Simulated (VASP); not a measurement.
# TlBr (Pm-3m) in VASP: single point with PBE

Aim: the single point of TlBr with PBE.

Program: VASP 6.6.1. These are calculated values, not measurements. Logs are shortened: lines on timing, memory, paths and dates and some standing lists are left out, and cuts for length are marked.

## (1) The structure

It takes space group Pm-3m (No. 221, cubic). The conventional cell has a = 3.983 Å, b = 3.983 Å, c = 3.983 Å, α = 90.00°, β = 90.00°, γ = 90.00°. Around Tl (site symmetry m-3m) lie 8 Br at 3.45 Å. Br (site symmetry m-3m) is surrounded by 8 Tl at 3.45 Å.

## (2) Single point, PBE

Input file INCAR:

```
SYSTEM = TlBr
PREC = Accurate ; ENCUT = 520
EDIFF = 1E-7 ; ISMEAR = -1
SIGMA = 0.1 ; LREAL = .False.
LASPH = .True. ; NELM = 80
ALGO = Normal ; ISIF = 2
LWAVE = .False. ; LCHARG = .True.
GGA = PE ; LELF = .True.
LVHAR = .True. ; NBANDS = 17
```

Input file KPOINTS:

```
regular mesh
0
Gamma
  7 7 7
  0 0 0
```

Input file POSCAR:

```
TlBr
1.0
    3.9825156800      0.0000000000      0.0000000000
    0.0000000000      3.9825156800      0.0000000000
    0.0000000000      0.0000000000      3.9825156800
Tl Br
1 1
Direct
    0.0000000000      0.0000000000      0.0000000000
    0.5000000000      0.5000000000      0.5000000000
```

Potentials or basis: VASP PAW PBE potentials, release 64 (Tl_d, Br).

On the command line:

```console
$ cat potpaw_PBE.64/Tl_d/POTCAR potpaw_PBE.64/Br/POTCAR > POTCAR
$ mpirun -np 1 vasp_std > vasp.out
```

OUTCAR:

```text
SYSTEM = TlBr
   PREC = Accurate
   ENCUT = 520
   EDIFF = 1E-7
   ISMEAR = -1
   LREAL = .False.
   LASPH = .True.
   NELM = 80
   ISIF = 2
   GGA = PE

 ion  position               nearest neighbor table
   1  0.000  0.000  0.000-   2 3.45   2 3.45   2 3.45   2 3.45   2 3.45   2 3.45   2 3.45   2 3.45

   2  0.500  0.500  0.500-   1 3.45   1 3.45   1 3.45   1 3.45   1 3.45   1 3.45   1 3.45   1 3.45

  LATTYP: Found a simple cubic cell.
 ALAT       =     3.9825156800

  Lattice vectors:

 A1 = (   3.9825156800,   0.0000000000,   0.0000000000)
 A2 = (   0.0000000000,   3.9825156800,   0.0000000000)
 A3 = (   0.0000000000,   0.0000000000,   3.9825156800)

Analysis of symmetry for initial positions (statically):
=====================================================================
 Subroutine PRICEL returns:
 Original cell was already a primitive cell.

 Routine SETGRP: Setting up the symmetry group for a
 simple cubic supercell.

 Subroutine GETGRP returns: Found 48 space group operations
 (whereof 48 operations were pure point group operations)
 out of a pool of 48 trial point group operations.

The static configuration has the point symmetry O_h .

Analysis of symmetry for dynamics (positions and initial velocities):
=====================================================================
 Subroutine PRICEL returns:
 Original cell was already a primitive cell.

 Routine SETGRP: Setting up the symmetry group for a
 simple cubic supercell.

 Subroutine GETGRP returns: Found 48 space group operations
 (whereof 48 operations were pure point group operations)
 out of a pool of 48 trial point group operations.

The dynamic configuration has the point symmetry O_h .

 Subroutine INISYM returns: Found 48 space group operations
 (whereof 48 operations are pure point group operations),
 and found     1 'primitive' translations

----------------------------------------------------------------------------------------

                                     Primitive cell

  volume of cell :      63.1644

  direct lattice vectors                    reciprocal lattice vectors
     3.982515680  0.000000000  0.000000000     0.251097568  0.000000000  0.000000000
     0.000000000  3.982515680  0.000000000     0.000000000  0.251097568  0.000000000
     0.000000000  0.000000000  3.982515680     0.000000000  0.000000000  0.251097568

  length of vectors
     3.982515680  3.982515680  3.982515680     0.251097568  0.251097568  0.251097568

  position of ions in fractional coordinates (direct lattice)
     0.000000000  0.000000000  0.000000000
     0.500000000  0.500000000  0.500000000

  ion indices of the primitive-cell ions
   primitive index   ion index
                 1           1
                 2           2

----------------------------------------------------------------------------------------

 KPOINTS: regular mesh

Automatic generation of k-mesh.
 Grid dimensions read from file:
 generate k-points for:    7    7    7

 Generating k-lattice:

  Cartesian coordinates                     Fractional coordinates (reciprocal lattice)
     0.035871081  0.000000000  0.000000000     0.142857143  0.000000000  0.000000000
     0.000000000  0.035871081  0.000000000     0.000000000  0.142857143  0.000000000
     0.000000000  0.000000000  0.035871081     0.000000000  0.000000000  0.142857143

  Length of vectors
     0.035871081  0.035871081  0.035871081

  Shift w.r.t. Gamma in fractional coordinates (k-lattice)
     0.000000000  0.000000000  0.000000000

 Subroutine IBZKPT returns following result:
 ===========================================

 Found     20 irreducible k-points:

 Following reciprocal coordinates:
            Coordinates               Weight
  0.000000  0.000000  0.000000      1.000000
  0.142857  0.000000  0.000000      6.000000
  0.285714  0.000000  0.000000      6.000000
  0.428571  0.000000  0.000000      6.000000
  0.142857  0.142857  0.000000     12.000000
  0.285714  0.142857  0.000000     24.000000
[... 12 lines left out ...]
  0.428571  0.428571  0.285714     24.000000
  0.428571  0.428571  0.428571      8.000000
   k-points           NKPTS =     20   k-points in BZ     NKDIM =     20   number of bands    NBANDS=     17
   number of dos      NEDOS =    301   number of ions     NIONS =      2
   total plane-waves  NPLWV =  27000
   dimension x,y,z NGX =    30 NGY =   30 NGZ =   30
   dimension x,y,z NGXF=    60 NGYF=   60 NGZF=   60
   ions per type =               1   1
   NGX,Y,Z   is equivalent  to a cutoff of  12.52, 12.52, 12.52 a.u.
   NGXF,Y,Z  is equivalent  to a cutoff of  25.05, 25.05, 25.05 a.u.
 SYSTEM =  TlBr
   PREC   = accura    normal or accurate (medium, high low for compatibility)
   ISTART =      0    job   : 0-new  1-cont  2-samecut
   ICHARG =      2    charge: 1-file 2-atom 10-const
   ISPIN  =      1    spin polarized calculation?
   LNONCOLLINEAR =      F non collinear calculations
   LSORBIT =      F    spin-orbit coupling
   LASPH  =      T    aspherical Exc in radial PAW
   ENCUT  =  520.0 eV  38.22 Ry    6.18 a.u.   7.40  7.40  7.40*2*pi/ulx,y,z
   NELM   =     80;   NELMIN=  2; NELMDL= -5     # of ELM steps
   EDIFF  = 0.1E-06   stopping-criterion for ELM
   LREAL  =      F    real-space projection
   EDIFFG = 0.1E-05   stopping-criterion for IOM
   NSW    =      0    number of steps for IOM
   IBRION =     -1    ionic relax: 0-MD 1-quasi-New 2-CG
   NFREE  =      0    steps in history (QN), initial steepest desc. (CG)
   ISIF   =      2    stress and relaxation
   ISYM   =      2    0-nonsym 1-usesym 2-fastsym
   POTIM  = 0.5000    time-step for ionic-motion
   TEBEG  =    0.0;   TEEND  =   0.0 temperature during run
   PSTRESS=    0.0 pullay stress
   NELECT =      20.0000    total number of electrons
   NUPDOWN=      -1.0000    fix difference up-down
   EMIN   =  10.00;   EMAX   =-10.00  energy-range for DOS
   EFERMI =   0.00;   METHOD = LEGACY
   ISMEAR =    -1;   SIGMA  =   0.10  broadening in eV -4-tet -1-fermi 0-gaus
   EFERMI_NEDOS =   21; number of points for ismear=-14 and -15
   IALGO  =     38    algorithm
   IMIX   =      4    mixing-type and parameters
     AMIX     =   0.40;   BMIX     =  1.00
     AMIX_MAG =   1.60;   BMIX_MAG =  1.00
  volume/ion in A,a.u.               =      31.58       213.13
  Fermi-wavevector in a.u.,A,eV,Ry     =   1.115820  2.108593 16.939981  1.245053
  Thomas-Fermi vector in A             =   2.252428
   LORBIT       =      0    0 simple, 1 ext, 2 COOP (PROOUT), +10 PAW based schemes
   GGA     = PE    functional components
   LHFCALC =     F    Hartree Fock is set to
   AEXX    =    0.0000 exact exchange contribution
   IVDW    =     0    specifies the selected vdW correction
   LEPSILON=     F    determine dielectric tensor
   LRPA    =     F    only Hartree local field effects (RPA)
 non-spin polarized calculation
  energy-cutoff  :      520.00
  volume of cell :       63.16
 maximum number of plane-waves:      1743
 NGX is ok and might be reduce to    30
   NGX = 15   NGY = 15   NGZ = 15

 number of electron      20.0000005 magnetization

 Free energy of the ion-electron system (eV)
  ---------------------------------------------------
  ext. energy  EPLUGINS =         0.00000000
  ---------------------------------------------------
  free energy    TOTEN  =        -5.53362602 eV

  energy without entropy =       -5.53362396  energy(sigma->0) =       -5.53362499

 E-fermi :   3.4074     XC(G=0):  -8.9606

 val. band max:        2.1995134719   @ k =   0.4286   0.0000   0.0000
 cond. band min:       4.5008423083   @ k =   0.4286   0.0000   0.0000
 fundamental gap:      2.3013288364
 Fermi energy:         3.4073546783

 k-point     1 :       0.0000    0.0000    0.0000
  band No.  band energies     occupation
      1     -11.3622      2.00000
      2      -7.7387      2.00000
      3      -7.7387      2.00000
      4      -7.5631      2.00000
      5      -7.5631      2.00000
      6      -7.5631      2.00000
[... 9 lines left out ...]
     16      13.5023      0.00000
     17      15.8009      0.00000

 k-point     2 :       0.1429    0.0000    0.0000
  band No.  band energies     occupation
      1     -11.3202      2.00000
      2      -7.7368      2.00000
      3      -7.7140      2.00000
      4      -7.5745      2.00000
      5      -7.5745      2.00000
      6      -7.5621      2.00000
[... 9 lines left out ...]
     16      14.5927      0.00000
     17      15.5146      0.00000

 k-point     3 :       0.2857    0.0000    0.0000
  band No.  band energies     occupation
      1     -11.2222      2.00000
      2      -7.7325      2.00000
      3      -7.6598      2.00000
      4      -7.5998      2.00000
      5      -7.5998      2.00000
      6      -7.5598      2.00000
[... 9 lines left out ...]
     16      14.0602      0.00000
     17      15.8061      0.00000

 k-point     4 :       0.4286    0.0000    0.0000
  band No.  band energies     occupation
      1     -11.1395      2.00000
      2      -7.7289      2.00000
      3      -7.6199      2.00000
      4      -7.6199      2.00000
      5      -7.6183      2.00000
      6      -7.5580      2.00000
[... 9 lines left out ...]
     16      14.7988      0.00000
     17      15.8859      0.00000
[... 263 lines left out ...]
      1     -10.9735      2.00000
      2      -7.6636      2.00000
      3      -7.6362      2.00000
      4      -7.5986      2.00000
      5      -7.5933      2.00000
      6      -7.5508      2.00000
[... 9 lines left out ...]
     16      13.6272      0.00000
     17      17.0015      0.00000

 k-point    19 :       0.4286    0.4286    0.2857
  band No.  band energies     occupation
      1     -10.9194      2.00000
      2      -7.6675      2.00000
      3      -7.6591      2.00000
      4      -7.6237      2.00000
      5      -7.5738      2.00000
      6      -7.5220      2.00000
[... 9 lines left out ...]
     16      14.1863      0.00000
     17      17.4869      0.00000

 k-point    20 :       0.4286    0.4286    0.4286
  band No.  band energies     occupation
      1     -10.8567      2.00000
      2      -7.6886      2.00000
      3      -7.6886      2.00000
      4      -7.6681      2.00000
      5      -7.5208      2.00000
      6      -7.5208      2.00000
[... 9 lines left out ...]
     16      14.7199      0.00000
     17      18.7284      0.00000

------------------------ aborting loop because EDIFF is reached ----------------------------------------

  FORCE on cell =-STRESS in cart. coord.  units (eV):
  Direction    XX          YY          ZZ          XY          YZ          ZX
  --------------------------------------------------------------------------------------
  -------------------------------------------------------------------------------------
  Total        0.4505100      0.4505100      0.4505100      0.0000000      0.0000000      0.0000000
  in kB       11.4272724     11.4272724     11.4272724      0.0000000      0.0000000      0.0000000
  external PRESSURE =      11.4272724 kB  Pullay stress =       0.0000000 kB

 VOLUME and BASIS-vectors are now :
 -----------------------------------------------------------------------------
  energy-cutoff  :      520.00
  volume of cell :       63.16
      direct lattice vectors                 reciprocal lattice vectors
     3.982515680  0.000000000  0.000000000     0.251097568  0.000000000  0.000000000
     0.000000000  3.982515680  0.000000000     0.000000000  0.251097568  0.000000000
     0.000000000  0.000000000  3.982515680     0.000000000  0.000000000  0.251097568

 POSITION                                       TOTAL-FORCE (eV/Angst)
 -----------------------------------------------------------------------------------
      0.00000      0.00000      0.00000         0.000000      0.000000      0.000000
      1.99126      1.99126      1.99126         0.000000      0.000000      0.000000
 -----------------------------------------------------------------------------------
    total drift:                                0.000000     -0.000000     -0.000000

  FREE ENERGIE OF THE ION-ELECTRON SYSTEM (eV)
  ---------------------------------------------------
  free  energy   TOTEN  =        -5.5336260241 eV

  energy  without entropy=       -5.5336239600  energy(sigma->0) =       -5.53362499
```

Wall time 18 s (1 thread of Intel Xeon Platinum 8375C at 2.90GHz (Ice Lake), shared host); peak memory 0.17 GiB.

Results:

```yaml
Free_energy: -5.5336 eV
Pressure: 1.1 GPa
Band_gap_on_the_k_mesh: 2.30 eV, direct
```

Caveat: spin-orbit coupling is left out, which as a rule narrows the gap of such compounds by several tenths of an eV; an odd mesh through Γ misses points on the zone boundary, where band edges often lie.
